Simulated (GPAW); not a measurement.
# ZnCu (Pm-3m) in GPAW: a series of runs, part 2 of 2

GPAW 26.7.0.

### 3 Phonons, vdW-DF-cx

The input, run.py:

```python
import json
import numpy as np
from ase import Atoms
from ase.constraints import FixSymmetry
from ase.io import read, write
from ase.optimize import BFGS
from phonopy import Phonopy
from phonopy.structure.atoms import PhonopyAtoms
from gpaw import GPAW, PW

atoms = read('ZnCu.cif')

calc = GPAW(mode=PW(600),
            xc={'name': 'vdW-DF-cx', 'backend': 'libvdwxc'},
            kpts={'size': (9, 9, 9), 'gamma': True},
            occupations={'name': 'fermi-dirac', 'width': 0.05},
            nbands=22,
            convergence={'density': 1e-06, 'eigenstates': 1e-09},
            maxiter=150,
            txt='gpaw.txt')
atoms.calc = calc
atoms.set_constraint(FixSymmetry(atoms))
BFGS(atoms, trajectory='relax.traj', logfile='-').run(fmax=0.005, steps=40)
atoms.set_constraint()
energy = atoms.get_potential_energy()
forces = atoms.get_forces()
calc.write('gs.gpw')
write('result.traj', atoms)
print('Cell:', atoms.cell.cellpar().round(4))
print(atoms.get_scaled_positions().round(5))

def force_constants(scale):
    unit = PhonopyAtoms(symbols=atoms.get_chemical_symbols(), cell=atoms.cell[:] * scale**(1 / 3),
                        scaled_positions=atoms.get_scaled_positions())
    ph = Phonopy(unit, supercell_matrix=np.diag([1, 1, 1]), primitive_matrix=np.eye(3), symprec=1e-4)
    ph.generate_displacements(distance=0.02)
    forces = []
    for i, sc in enumerate(ph.supercells_with_displacements):
        a = Atoms(sc.symbols, cell=sc.cell, scaled_positions=sc.scaled_positions, pbc=True)
        c = GPAW(mode=PW(600),
                 xc={'name': 'vdW-DF-cx', 'backend': 'libvdwxc'},
                 kpts={'size': (9, 9, 9), 'gamma': True},
                 occupations={'name': 'fermi-dirac', 'width': 0.05},
                 nbands=22,
                 convergence={'density': 1e-06, 'eigenstates': 1e-09},
                 maxiter=150,
                 txt=f'disp-{scale:.3f}-{i:02d}.txt')
        a.calc = c
        f = a.get_forces()
        forces.append(f - f.mean(axis=0))
        print(f'displacement {i}: drift', f.mean(axis=0).round(5), flush=True)
    ph.forces = forces
    ph.produce_force_constants()
    ph.symmetrize_force_constants()
    return ph

qpoints = [[0.0, 0.0, 0.0]]
results = {}
for scale in [1.0]:
    ph = force_constants(scale)
    ph.run_qpoints(qpoints)
    nu = ph.qpoints.frequencies * 33.35641  # THz to cm^-1
    results[f'{scale:.3f}'] = nu.tolist()
    for qp, f in zip(qpoints, nu):
        print(scale, np.round(qp, 4), f.round(2))
json.dump(results, open('phonons.json', 'w'))
```

The input, ZnCu.cif:

```cif
data_ZnCu
_cell_length_a 2.94500000
_cell_length_b 2.94500000
_cell_length_c 2.94500000
_cell_angle_alpha 90.00000000
_cell_angle_beta 90.00000000
_cell_angle_gamma 90.00000000
_space_group_name_H-M_alt 'P1'
_space_group_name_Hall 'P 1'
_space_group_IT_number 1
loop_
_space_group_symop_operation_xyz
'x,y,z'
loop_
_atom_site_label
_atom_site_type_symbol
_atom_site_symmetry_multiplicity
_atom_site_Wyckoff_symbol
_atom_site_fract_x
_atom_site_fract_y
_atom_site_fract_z
_atom_site_occupancy
Zn1 Zn 1 a 0.5000000000 0.5000000000 0.5000000000 1
Cu1 Cu 1 a 0.0000000000 0.0000000000 0.0000000000 1
```

Potentials or basis: GPAW PAW data sets (gpaw-data 1.2.1), pw.

The run is started by

```sh
> OMP_NUM_THREADS=1 python run.py
```

gpaw.txt:

```text
__  _  _
 | _ |_)|_||  |
 |__||  | ||/\| - 26.7.0

Input parameters:
  mode=PW(ecut=600.0),
  convergence={'density': 1e-06, 'eigenstates': 1e-09},
  kpts=MonkhorstPack(size=(9, 9, 9), gamma=True),
  maxiter=150,
  nbands=22,
  occupations=Occupations(name='fermi-dirac', width=0.05),
  xc=XC(name='vdW-DF-cx', backend='libvdwxc')

Diagonalizing LCAO Hamiltonian
Converting LCAO to pw mode
   .------.
  /|      |
 * |      |
 | | Zn   |
 | .------.
 |/      /
 Cu-----*

Atoms  # Å, Bohr magnetons
|   | symbol |        x |        y |        z |    initial magnetic moments |
|---|--------|----------|----------|----------|-----------------------------|
| 0 |     Zn | 1.472500 | 1.472500 | 1.472500 | ( 0.0000,  0.0000,  0.0000) |
| 1 |     Cu | 0.000000 | 0.000000 | 0.000000 | ( 0.0000,  0.0000,  0.0000) |

Unit cell  # Å
[... 199 lines left out ...]
|iter:   2| |   38.250921 | -2.63 | -1.10 |
|iter:   3| |   38.720707 | -1.91 | -1.21 |
|iter:   4| |   38.745518 | -2.79 | -1.63 |
|iter:   5| |   38.751249 | -3.40 | -1.88 |
|iter:   6| |   38.751377c| -3.73 | -2.34 |
|iter:   7| |   38.751345c| -5.73 | -3.51 |
|iter:   8| |   38.751322c| -5.66 | -3.82 |
|iter:   9| |   38.751321c| -7.31 | -4.43 |
|iter:  10| |   38.751321c| -7.75 | -4.63 |
|iter:  11| |   38.751321c| -9.90c| -5.55 |
|iter:  12| |   38.751321c| -9.14c| -6.15c|

Converged in 12 steps
Energy contributions relative to reference atoms: (reference = -93882.778494)

Energy contributions:
  Kinetic:          -6.818294
  Coulomb:           6.850781
  Zero:             -0.031715
  External:          0.000000
  Xc:               38.752686
  Entropy:          -0.004274
  Spinorbit:         0.000000
  ----------------------------
  Free energy:      38.749184
  Extrapolated:     38.751321

dipole moment: (-6.386294, -6.386294, -6.386294)  # |e|*Ang

Fermi level: 7.881
Eigenvalues  # (at kpt = [0.000, 0.000, 0.000])
| band index |      eig [eV] | occ [0-2] |
|------------|---------------|-----------|
|          0 |        -2.499 |     2.000 |
|        ... |               |           |
|          3 |         0.553 |     2.000 |
|          4 |         0.553 |     2.000 |
|          5 |         0.553 |     2.000 |
|          6 |         4.179 |     2.000 |
|          7 |         4.179 |     2.000 |
|          8 |         5.027 |     2.000 |
[... 8 lines left out ...]
|         17 |        31.353 |     0.000 |
|         18 |        31.353 |     0.000 |
|        ... |               |           |
|         21 |        32.345 |     0.000 |

No gap
No difference between direct/indirect transitions

Forces  # eV/Ang
|       x |       y |       z |
|---------|---------|---------|
| 0.00000 | 0.00000 | 0.00000 |  # Zn   0
| 0.00000 | 0.00000 | 0.00000 |  # Cu   1

# Writing to gs.gpw (mode='')
```

Run time: 70 s. Hardware: 1 thread of Arm Neoverse V2, shared host; peak memory 0.3 GiB.

What came out:

```
Free energy                   : 38.7492 eV
Band gap on the k mesh        : none (metal or under the smearing width)
Highest phonon frequency at Γ : 207 cm⁻¹
```

Final structure:
```xyz
2
Lattice="2.9450 0.0000 0.0000 0.0000 2.9450 0.0000 0.0000 0.0000 2.9450" Properties=species:S:1:pos:R:3 pbc="T T T"
Zn    1.4725    1.4725    1.4725
Cu    0.0000    0.0000    0.0000
```

Phonon frequencies in cm⁻¹ (negative: imaginary):
```csv
q point,frequencies
"(0.000, 0.000, 0.000)",0 0 0 207 207 207
```

Caveat: with this Cu data set, volumes or pressures lay over 1.5 % or 2 GPa off other programs in two to four cells of ten; the PAW data sets were made with another functional, which shifts forces and pressure a little.

### 4 Elastic constants, r2SCAN, 12.77 Å³/atom

The input, run.py:

```python
import json
import numpy as np
import spglib
from ase import Atoms
from ase.constraints import FixSymmetry
from ase.filters import FrechetCellFilter
from ase.io import write
from ase.optimize import BFGS
from ase.stress import full_3x3_to_voigt_6_stress, voigt_6_to_full_3x3_strain, voigt_6_to_full_3x3_stress
from ase.units import GPa
from gpaw import GPAW, PW

atoms = Atoms(['Zn', 'Cu'],
              cell=[[2.945, 0.0, 0.0],
                    [0.0, 2.945, 0.0],
                    [0.0, 0.0, 2.945]],
              scaled_positions=[[0.5, 0.5, 0.5],
                                [0.0, 0.0, 0.0]],
              pbc=True)

calc = GPAW(mode=PW(600),
            xc='MGGA_X_R2SCAN+MGGA_C_R2SCAN',
            kpts={'size': (6, 6, 6), 'gamma': True},
            occupations={'name': 'fermi-dirac', 'width': 0.05},
            nbands=22,
            convergence={'density': 1e-06, 'eigenstates': 1e-09},
            maxiter=150,
            txt='gpaw.txt')
atoms.calc = calc
atoms.set_constraint(FixSymmetry(atoms))
BFGS(FrechetCellFilter(atoms), trajectory='relax.traj', logfile='-').run(fmax=0.005, steps=40)
atoms.set_constraint()
energy = atoms.get_potential_energy()
forces = atoms.get_forces()
stress = atoms.get_stress()
calc.write('gs.gpw')
write('result.traj', atoms)
print('Cell:', atoms.cell.cellpar().round(4))
print(atoms.get_scaled_positions().round(5))

gpts = tuple(int(n) for n in calc.get_number_of_grid_points())
cell = atoms.cell[:].T
dataset = spglib.get_symmetry((atoms.cell[:], atoms.get_scaled_positions(), atoms.numbers), symprec=1e-4)
rotations = [cell @ w @ np.linalg.inv(cell) for w in dataset['rotations']]
strains, clamped, relaxed = [], [], []
for v in [0, 3]:
    for e in (-0.005, 0.005):
        voigt = np.zeros(6)
        voigt[v] = e
        F = voigt_6_to_full_3x3_strain(voigt)
        a = atoms.copy()
        a.set_cell(atoms.cell[:] @ F, scale_atoms=True)
        c = GPAW(mode=PW(600),
                 xc='MGGA_X_R2SCAN+MGGA_C_R2SCAN',
                 kpts={'size': (6, 6, 6), 'gamma': True},
                 occupations={'name': 'fermi-dirac', 'width': 0.05},
                 nbands=22,
                 convergence={'density': 1e-06, 'eigenstates': 1e-09},
                 maxiter=150,
                 gpts=gpts,
                 txt=f'strain-{v}{e:+.3f}.txt')
        a.calc = c
        s0 = s1 = a.get_stress() - stress
        BFGS(a, logfile=None).run(fmax=0.003, steps=25)
        s1 = a.get_stress() - stress
        print(v, e, 'clamped', (s0 / GPa).round(3), 'relaxed', (s1 / GPa).round(3), flush=True)
        for R in rotations:  # images under the point group
            eps = R @ (F - np.eye(3)) @ R.T
            strains.append(full_3x3_to_voigt_6_stress(eps) * [1, 1, 1, 2, 2, 2])
            for s, rows in ((s0, clamped), (s1, relaxed)):
                rows.append(full_3x3_to_voigt_6_stress(R @ voigt_6_to_full_3x3_stress(s) @ R.T))

C0, C = (np.linalg.lstsq(np.array(strains), np.array(s), rcond=None)[0].T / GPa for s in (clamped, relaxed))
print('Clamped-ion Cij (GPa):')
print(C0.round(1))
print('Relaxed-ion Cij (GPa):')
print(C.round(1))
json.dump({'clamped': C0.tolist(), 'relaxed': C.tolist()}, open('elastic.json', 'w'))
```

The run is started by

```sh
> OMP_NUM_THREADS=1 python run.py
```

It took 5.3 min on 1 thread of Arm Neoverse V2, shared host; peak memory 0.95 GiB.

It converged, with:

| Item | Value |
| --- | --- |
| Free energy | -17.7621 eV |
| Relaxed volume | 12.58 Å³/atom |
| Relaxed cell | a = 2.930 Å, b = 2.930 Å, c = 2.930 Å, α = 90.00°, β = 90.00°, γ = 90.00° |
| Space group after relaxing (to 0.05 Å) | Pm-3m (No. 221) |
| Pressure after relaxing | 0.0 GPa |
| Band gap on the k mesh | none (metal or under the smearing width) |
| Elastic constants C11, C12, C44 | 119, 132, 2 GPa |
| Voigt bulk modulus | 128 GPa |

Caveat: with this Cu data set, volumes or pressures lay over 1.5 % or 2 GPa off other programs in two to four cells of ten; the density grid can change from cell to cell, which puts small steps into energies and stress; the elastic tensor has a negative eigenvalue, so either the cell is unstable as it stands or the mesh is too thin; the PAW data sets were made with another functional, which shifts forces and pressure a little.
